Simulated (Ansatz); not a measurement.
# Al3Cu2: the cost of one run

Method: DFT PBE, scalar-relativistic, plane waves, PAW, in Ansatz 0.2.0.

### Step 1. Starting point

Symmetry: R-3m, No. 166, trigonal system. The conventional cell has a = 3.313 Å, b = 3.313 Å, c = 23.036 Å, α = 90.00°, β = 90.00°, γ = 120.00°. Around Al (site symmetry -3m) lie 6 Cu at 2.45 Å. Al (site symmetry 3m) is surrounded by 3 Cu at 2.32 Å. Cu (site symmetry 3m) is surrounded by 6 Al at 2.32 to 2.45 Å.

As a file:

```
Al Cu
1.0
     1.65647    0.95636    7.67858
    -1.65647    0.95636    7.67858
     0.00000   -1.91273    7.67858
Al Cu
3 2
Direct
  0.00000 0.00000 0.00000
  0.20950 0.20950 0.20950
  0.79050 0.79050 0.79050
  0.40000 0.40000 0.40000
  0.60000 0.60000 0.60000
```

(A quick probe on a coarse mesh, which set the mesh and smearing, is not shown.)

### Step 3. Rough relaxation on the coarse mesh

File input.yaml:

```yaml
crystal:
  lattice:
    - [1.6564708706, 0.956363903, 7.6785827394]
    - [-1.6564708706, 0.956363903, 7.6785827394]
    - [0.0, -1.9127278061, 7.6785827394]
  atoms:
    - { symbol: Al, position: [0.0, 0.0, 0.0] }
    - { symbol: Al, position: [0.2095, 0.2095, 0.2095] }
    - { symbol: Al, position: [0.7905, 0.7905, 0.7905] }
    - { symbol: Cu, position: [0.4, 0.4, 0.4] }
    - { symbol: Cu, position: [0.6, 0.6, 0.6] }
basis:
  ecutwfc: 420
kpoints:
  mp_grid: { grid: [6, 6, 6] }
hamiltonian:
  xc: pbe
scf:
  occupations: { method: gaussian, width: 0.1 }
  lower_state_search: "off"
output:
  forces: true
  stress: true
  eigenvalues: true
relax:
  adjacent_minimum: "off"
  f_tol: 0.04
  max_steps: 70
  cell: { stress_tol: 0.4 }
```

Launch:

```console
$ ansatz run input.yaml --threads 1 --pin off --max-ram 2560MiB --backend cpu --events-out ev --progress --plain --runs-dir out
```

**Question.** How long does this run take on 1 thread of Intel Xeon Platinum 8375C at 2.90GHz (Ice Lake), shared host, and how much memory does it need?

About 58 s, with a peak of 0.43 GiB.
